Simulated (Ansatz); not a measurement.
Random displacements in SiC

Method: Ansatz, DFT PBE, scalar-relativistic, plane waves, PAW. Cutoff 420 eV, Γ-centred 12×12×6 k-points, Gaussian smearing of 0.05 eV. No spin polarisation. Energies are free energies at this smearing, counted from the undisturbed cell; pressure is positive in compression.

The undisturbed cell (relaxed at this level):

```
Si C
1.0
     3.09177    0.00000    0.00000
    -1.54588    2.67755    0.00000
     0.00000    0.00000    5.07402
Si C
2 2
Direct
  0.33333 0.66667 0.00456
  0.66667 0.33333 0.50456
  0.33333 0.66667 0.38044
  0.66667 0.33333 0.88044
```

The atoms are displaced (Å, in the unstrained cell):

| atom | ux | uy | uz |
| --- | --- | --- | --- |
| Si1 | 0.052 | -0.140 | 0.056 |
| Si2 | -0.112 | 0.332 | 0.062 |
| C3 | 0.014 | -0.062 | -0.067 |
| C4 | 0.046 | -0.130 | -0.051 |

Strain (Voigt, engineering shear): (0.0026, 0.0931, -0.0820, -0.1092, -0.1092, -0.0393).

(1) What are the energy change, the stress and the forces?

Results:

(1) ΔE = 790.5 meV/atom; stress (xx, yy, zz, yz, xz, xy; compression positive) (10.18, -17.12, 70.51, 8.27, 23.40, -3.09) GPa; gap on the mesh 0.21 eV.
```tsv
atom	Fx (eV/Å)	Fy	Fz
Si1	1.04	0.83	-5.07
Si2	4.69	-2.82	-0.39
C3	-4.12	2.00	4.21
C4	-1.61	-0.01	1.26
```

Cost: 1 run of about 0.19 core-minutes, on Intel Xeon 6975P-C (Granite Rapids) (shared hosts).